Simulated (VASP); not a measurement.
BN:

```xyz
4
Lattice="2.5100 0.0000 0.0000 -1.2550 2.1737 0.0000 0.0000 0.0000 6.6900" Properties=species:S:1:pos:R:3 pbc="T T T"
N     1.2550    0.7246    3.3450
N     0.0000    0.0000    0.0000
B     0.0000    1.4491    0.0000
B     0.0000    0.0000    3.3450
```

Measurements of this composition are mostly on another form, of space group No. 194.

- Program: VASP 6.6.1
- Task: single point
- Functional: PBE
- Potentials or basis: VASP PAW PBE potentials, release 64 (N, B)
- Cutoff: 520 eV
- k mesh: 12 × 12 × 4
- Occupations: fermi-dirac, width 0.05 eV
- Spin: no spin polarisation

On this cell: pressure 1.5 GPa; largest force under 0.003 eV/Å; band gap on the k mesh 4.36 eV, indirect (least direct gap 4.47 eV).

The same run follows on a disturbed copy (atoms moved at random, drawn with an rms of 0.05 Å):

```xyz
4
Lattice="2.5100 0.0000 0.0000 -1.2550 2.1737 0.0000 0.0000 0.0000 6.6900" Properties=species:S:1:pos:R:3 pbc="T T T"
N     1.2786    0.6759    3.3367
N     0.0055   -0.0332   -0.0283
B     0.0016    1.4720   -0.0455
B     0.0326    0.0159    3.3587
```

What does the disturbed cell give?

The energy moves by +36.8 meV/atom; pressure 2.8 GPa; largest force 2.424 eV/Å; band gap on the k mesh 4.16 eV, indirect (least direct gap 4.49 eV).

Forces in eV/Å, atoms in the order of the input:
```
N    0.438  2.362  0.285
N   -0.182  2.084 -0.236
B    0.183 -2.081  0.257
B   -0.439 -2.364 -0.306
```

Stress tensor (GPa, compression positive):
```
 8.87  0.32 -0.05
 0.32 -3.03 -0.07
-0.05 -0.07  2.43
```

Caveats: this functional lacks dispersion, which binds the layers, so the pressure and a relaxed spacing across them are unreliable (some runs).

A k mesh can miss the band edges.
